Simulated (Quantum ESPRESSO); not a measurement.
HfN, 2 atoms in the cell. It takes space group Fm-3m (No. 225, cubic). The conventional cell has a = 4.512 Å, b = 4.512 Å, c = 4.512 Å, α = 90.00°, β = 90.00°, γ = 90.00°. Hf (site symmetry m-3m) has 6 N at 2.26 Å as nearest neighbours. Around N (site symmetry m-3m) lie 6 Hf at 2.26 Å. 

| Item | Value |
| --- | --- |
| Program | Quantum ESPRESSO 7.5 |
| Task | phonons |
| Functional | PBE |
| Potentials or basis | GBRV 1.5 PBE |
| Cutoff | 612 eV |
| Density cutoff | 4898 eV |
| k mesh | 10 × 10 × 10 |
| Occupations | cold, width 0.2 eV |
| Spin | no spin polarisation |
| Target pressure | 5 GPa |
| Mixing beta | 0.5 |
| Most SCF iterations | 120 |
| SCF threshold | 4e-10 Ry |

Potentials or basis: GBRV 1.5 PBE.

Run with:

```bash
$ OMP_NUM_THREADS=1 pw.x -in pw.in > pw.out
$ OMP_NUM_THREADS=1 pw.x -in relax.in > relax.out
$ OMP_NUM_THREADS=1 pw.x -in scf2.in > scf2.out
$ OMP_NUM_THREADS=1 ph.x -in ph.in > ph.out
$ OMP_NUM_THREADS=1 dynmat.x -in dynmat.in > dynmat.out
```

Hardware: 1 thread of Arm Neoverse V1, with other jobs on the host.

Problem. Estimate the wall time of this run.

Solution. It took 2.8 min on 1 thread of Arm Neoverse V1 (shared host), peak memory 0.17 GiB. Counts: scf iterations 47, k pools 1, bands 15, ion steps 4, k points 47, g dense 17933.
